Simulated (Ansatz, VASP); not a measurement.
## KTaO3: VASP beside Ansatz

```
CELL_PARAMETERS angstrom
3.99013 0.00000 0.00000
0.00000 3.99013 0.00000
0.00000 0.00000 3.99013
ATOMIC_POSITIONS crystal
K 0.00000 0.00000 0.00000
Ta 0.50000 0.50000 0.50000
O 0.50000 0.50000 0.00000
O 0.50000 0.00000 0.50000
O 0.00000 0.50000 0.50000
```

The cell was built by a generator and needn't be a form met in nature.

Alike in both runs: task single point; functional PBE; k mesh 6 × 6 × 6; occupations fermi-dirac, width 0.02 eV; no spin polarisation.

```csv
,VASP,Ansatz
version,VASP 6.6.1,Ansatz 0.2.0
potentials or method,"VASP PAW PBE potentials, release 64 (K_sv, Ta_pv, O)","plane waves, PAW"
plane-wave cutoff (eV),520,420
valence electrons in the cell,38,40
```

```csv
,VASP,Ansatz,Ansatz less VASP
gap on the k mesh at the Fermi level (eV),2.17,2.22,+0.047
pressure (GPa),5.8,5.1,-0.67
```

The two sets of potentials don't hold the same shells in valence.

Caveats: spin-orbit coupling is left out, which moves the levels of the heavy elements. A k mesh can miss the band edges. Expect the measured gap to be larger: semilocal functionals such as PBE lack the derivative discontinuity.
